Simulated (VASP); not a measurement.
# PbS (P-6m2) in VASP: further runs

Runs on PbS. Level: PBE. Tasks: single point.

Program: VASP 6.6.1. These are calculated values, not measurements. Logs are shortened: lines on timing, memory, paths and dates and some standing lists are left out, and cuts for length are marked.

## Step 1: The structure

It takes space group P-6m2 (No. 187, hexagonal). The conventional cell has a = 4.090 Å, b = 4.090 Å, c = 3.788 Å, α = 90.00°, β = 90.00°, γ = 120.00°. Around Pb (site symmetry -6m2) lie 6 S at 3.03 Å. S (site symmetry -6m2) is surrounded by 6 Pb at 3.03 Å.

Measurements of this composition are mostly on another form, of space group No. 225.

## Step 2: Single point, PBE

INCAR

```
SYSTEM = PbS
PREC = Accurate
ENCUT = 200
EDIFF = 1E-6
ISMEAR = 0
SIGMA = 0.05
LREAL = .FALSE.
LASPH = .TRUE.
NELM = 100
ALGO = Normal
ISIF = 2
LWAVE = .FALSE.
LCHARG = .FALSE.
GGA = PE
NBANDS = 12
ADDGRID = .FALSE.
```

KPOINTS

```
Automatic mesh
0
G
  6 6 5
  0 0 0
```

POSCAR

```
PbS
1.0
    4.0896976867      0.0000000000      0.0000000000
   -2.0448488433      3.5417820905      0.0000000000
    0.0000000000      0.0000000000      3.7881670000
Pb S
1 1
Direct
    0.0512430000     -0.0024510000     -0.0244300000
    0.6810560000      0.3414810000      0.4970830000
```

Potentials or basis: VASP PAW PBE potentials, release 64 (Pb, S).

The run is started by

```
cat potpaw_PBE.64/Pb/POTCAR potpaw_PBE.64/S/POTCAR > POTCAR
mpirun -np 1 vasp_std > vasp.out
```

OUTCAR:

```text
SYSTEM = PbS
   PREC = Accurate
   ENCUT = 200
   EDIFF = 1E-6
   ISMEAR = 0
   LREAL = .FALSE.
   LASPH = .TRUE.
   NELM = 100
   ISIF = 2
   GGA = PE

 Found     92 irreducible k-points:

 Following reciprocal coordinates:
            Coordinates               Weight
  0.000000  0.000000  0.000000      1.000000
  0.166667  0.000000  0.000000      2.000000
  0.000000  0.166667  0.000000      2.000000
 -0.166667  0.166667  0.000000      2.000000
  0.333333 -0.000000  0.000000      2.000000
  0.000000  0.333333  0.000000      2.000000
   k-points           NKPTS =     92   k-points in BZ     NKDIM =     92   number of bands    NBANDS=     12
   number of dos      NEDOS =    301   number of ions     NIONS =      2
   total plane-waves  NPLWV =   7200
   dimension x,y,z NGX =    20 NGY =   20 NGZ =   18
   dimension x,y,z NGXF=    40 NGYF=   40 NGZF=   36
   ions per type =               1   1
   NGX,Y,Z   is equivalent  to a cutoff of   8.13,  8.13,  7.90 a.u.
   NGXF,Y,Z  is equivalent  to a cutoff of  16.26, 16.26, 15.80 a.u.
 SYSTEM =  PbS
   PREC   = accura    normal or accurate (medium, high low for compatibility)
   ISTART =      0    job   : 0-new  1-cont  2-samecut
   ICHARG =      2    charge: 1-file 2-atom 10-const
   ISPIN  =      1    spin polarized calculation?
   LNONCOLLINEAR =      F non collinear calculations
   LSORBIT =      F    spin-orbit coupling
   LASPH  =      T    aspherical Exc in radial PAW
   ENCUT  =  200.0 eV  14.70 Ry    3.83 a.u.   4.72  4.72  4.37*2*pi/ulx,y,z
   NELM   =    100;   NELMIN=  2; NELMDL= -5     # of ELM steps
   EDIFF  = 0.1E-05   stopping-criterion for ELM
   LREAL  =      F    real-space projection
   EDIFFG = 0.1E-04   stopping-criterion for IOM
   NSW    =      0    number of steps for IOM
   IBRION =     -1    ionic relax: 0-MD 1-quasi-New 2-CG
   NFREE  =      0    steps in history (QN), initial steepest desc. (CG)
   ISIF   =      2    stress and relaxation
   ISYM   =      2    0-nonsym 1-usesym 2-fastsym
   POTIM  = 0.5000    time-step for ionic-motion
   TEBEG  =    0.0;   TEEND  =   0.0 temperature during run
   PSTRESS=    0.0 pullay stress
   NELECT =      10.0000    total number of electrons
   NUPDOWN=      -1.0000    fix difference up-down
   EMIN   =  10.00;   EMAX   =-10.00  energy-range for DOS
   EFERMI =   0.00;   METHOD = LEGACY
   ISMEAR =     0;   SIGMA  =   0.05  broadening in eV -4-tet -1-fermi 0-gaus
   EFERMI_NEDOS =   21; number of points for ismear=-14 and -15
   IALGO  =     38    algorithm
   IMIX   =      4    mixing-type and parameters
     AMIX     =   0.40;   BMIX     =  1.00
     AMIX_MAG =   1.60;   BMIX_MAG =  1.00
  volume/ion in A,a.u.               =      27.44       185.14
  Fermi-wavevector in a.u.,A,eV,Ry     =   0.928170  1.753987 11.721408  0.861499
  Thomas-Fermi vector in A             =   2.054318
   LORBIT       =      0    0 simple, 1 ext, 2 COOP (PROOUT), +10 PAW based schemes
   GGA     = PE    functional components
   LHFCALC =     F    Hartree Fock is set to
   AEXX    =    0.0000 exact exchange contribution
   IVDW    =     0    specifies the selected vdW correction
   LEPSILON=     F    determine dielectric tensor
   LRPA    =     F    only Hartree local field effects (RPA)
 non-spin polarized calculation
 Gauss-broadening in eV      SIGMA  =   0.05
  energy-cutoff  :      200.00
  volume of cell :       54.87
 maximum number of plane-waves:       369
   NGX =  9   NGY =  9   NGZ =  9

 number of electron      10.0000000 magnetization

 number of electron       9.9999992 magnetization

 Free energy of the ion-electron system (eV)
  ---------------------------------------------------
  ext. energy  EPLUGINS =         0.00000000
  ---------------------------------------------------
  free energy    TOTEN  =        -8.52299021 eV

  energy without entropy =       -8.52244155  energy(sigma->0) =       -8.52271588

 E-fermi :   4.0547     XC(G=0):  -9.3429

 val. band max:        4.0289272219   @ k =   0.3333   0.3333   0.0000
 cond. band min:       4.0966906240   @ k =   0.3333   0.3333   0.4000
 fundamental gap:      0.0677634021
 Fermi energy:         4.0546601838

 k-point     1 :       0.0000    0.0000    0.0000
  band No.  band energies     occupation
      1      -9.3091      2.00000
      2      -2.5446      2.00000
      3       1.7440      2.00000
      4       1.9416      2.00000
      5       2.4812      2.00000
      6       6.9610      0.00000
      7       7.8743      0.00000
      8       9.1101      0.00000
      9      10.5475      0.00000
     10      10.9042      0.00000
     11      14.3476      0.00000
     12      15.3313      0.00000

 k-point     2 :       0.1667    0.0000    0.0000
  band No.  band energies     occupation
      1      -9.0960      2.00000
      2      -3.0854      2.00000
      3       1.9453      2.00000
      4       1.9844      2.00000
      5       2.3002      2.00000
      6       6.5666      0.00000
      7       7.7660      0.00000
      8       9.3593      0.00000
      9       9.9112      0.00000
     10      12.3551      0.00000
     11      13.7286      0.00000
     12      14.8039      0.00000

 k-point     3 :       0.0000    0.1667    0.0000
  band No.  band energies     occupation
      1      -9.1028      2.00000
      2      -3.0394      2.00000
      3       1.8533      2.00000
      4       1.9500      2.00000
      5       2.3625      2.00000
      6       6.3765      0.00000
      7       8.0069      0.00000
      8       9.3744      0.00000
      9       9.9423      0.00000
     10      12.3766      0.00000
     11      13.7917      0.00000
     12      14.7163      0.00000

 k-point     4 :      -0.1667    0.1667    0.0000
  band No.  band energies     occupation
      1      -9.1204      2.00000
      2      -2.9100      2.00000
      3       1.6922      2.00000
      4       1.9173      2.00000
      5       2.3115      2.00000
      6       6.2376      0.00000
      7       8.3233      0.00000
      8       9.3852      0.00000
      9      10.0362      0.00000
     10      12.5755      0.00000
     11      14.0421      0.00000
     12      14.2061      0.00000

 k-point     5 :       0.3333   -0.0000    0.0000
  band No.  band energies     occupation
      1      -8.5605      2.00000
      2      -4.1844      2.00000
      3       1.5337      2.00000
      4       2.3862      2.00000
      5       2.5109      2.00000
      6       5.8020      0.00000
      7       8.2484      0.00000
      8       8.6095      0.00000
      9       9.8718      0.00000
     10      12.7718      0.00000
     11      14.7513      0.00000
     12      15.0088      0.00000

 k-point     6 :       0.0000    0.3333    0.0000
  band No.  band energies     occupation
      1      -8.5915      2.00000
      2      -4.0647      2.00000
      3       1.4768      2.00000
      4       2.2702      2.00000
      5       2.4522      2.00000
      6       5.7843      0.00000
      7       8.3668      0.00000
      8       8.6649      0.00000
      9       9.9882      0.00000
     10      12.8702      0.00000
     11      14.6777      0.00000
     12      14.9365      0.00000

 [... further k-points ...]

------------------------ aborting loop because EDIFF is reached ----------------------------------------

  FORCE on cell =-STRESS in cart. coord.  units (eV):
  Direction    XX          YY          ZZ          XY          YZ          ZX
  --------------------------------------------------------------------------------------
  -------------------------------------------------------------------------------------
  Total       -0.8583136     -0.7832153     -0.6513078      0.0549704      0.0050969     -0.1212919
  in kB      -25.0619256    -22.8691258    -19.0175559      1.6050828      0.1488243     -3.5416055
  external PRESSURE =     -22.3162024 kB  Pullay stress =       0.0000000 kB

 VOLUME and BASIS-vectors are now :
 -----------------------------------------------------------------------------
  energy-cutoff  :      200.00
  volume of cell :       54.87
      direct lattice vectors                 reciprocal lattice vectors
     4.089697687  0.000000000  0.000000000     0.244516851  0.141171870  0.000000000
    -2.044848843  3.541782090  0.000000000     0.000000000  0.282343740  0.000000000
     0.000000000  0.000000000  3.788167000     0.000000000  0.000000000  0.263979914

 POSITION                                       TOTAL-FORCE (eV/Angst)
 -----------------------------------------------------------------------------------
     -1.83027      3.53310      3.69562        -0.319723      0.062341     -0.049795
      2.08704      1.20945      1.88303         0.319723     -0.062341      0.049795
 -----------------------------------------------------------------------------------
    total drift:                               -0.000128     -0.000007     -0.000310

  FREE ENERGIE OF THE ION-ELECTRON SYSTEM (eV)
  ---------------------------------------------------
  free  energy   TOTEN  =        -8.5229902104 eV

  energy  without entropy=       -8.5224415529  energy(sigma->0) =       -8.52271588
```

Run time: 6.7 s. Hardware: 1 thread of Intel Xeon 6975P-C (Granite Rapids), shared host; peak memory 0.13 GiB.

The run converged, but a check on its numbers failed (symmetry, net force, bounds or a known fault of this set-up), so they aren't taken as properties of the crystal.

Caveat: the cutoff lies under the usual one of these potentials, so the numbers hold a large basis-set error; spin-orbit coupling is left out, which as a rule narrows the gap of such compounds by several tenths of an eV; an odd mesh through Γ misses points on the zone boundary, where band edges often lie.

## Step 3: Single point, PBE

INCAR, as its differences from that of step 2:

```diff
@@ -2,3 +2,3 @@
 PREC = Accurate
-ENCUT = 200
+ENCUT = 400
 EDIFF = 1E-6
```

KPOINTS

```
Automatic mesh
0
G
  4 4 4
  0 0 0
```

POSCAR

```
PbS
1.0
    4.0896976867      0.0000000000      0.0000000000
   -2.0448488433      3.5417820905      0.0000000000
    0.0000000000      0.0000000000      3.7881670000
Pb S
1 1
Direct
    0.0000000000      0.0000000000      0.0000000000
    0.6666666667      0.3333333333      0.5000000000
```

Potentials or basis: VASP PAW PBE potentials, release 64 (Pb, S).

The run is started by

```
cat potpaw_PBE.64/Pb/POTCAR potpaw_PBE.64/S/POTCAR > POTCAR
mpirun -np 1 vasp_std > vasp.out
```

Run time: 4.4 s. Hardware: 1 thread of Intel Xeon 6975P-C (Granite Rapids), shared host; peak memory 0.15 GiB.

The run converged, but some of its settings lie outside the range that counts as converged, so its numbers aren't taken as properties of the crystal.

Results:

```yaml
Free_energy: -8.5476 eV
Pressure: -0.3 GPa
Band_gap_on_the_k_mesh: 0.25 eV, indirect (least direct gap 0.87 eV)
```

Caveat: the k mesh is coarse (spacing up to 0.44 Å⁻¹), so the values aren't converged; spin-orbit coupling is left out, which as a rule narrows the gap of such compounds by several tenths of an eV.

(Part 1 of 2 ends here.)
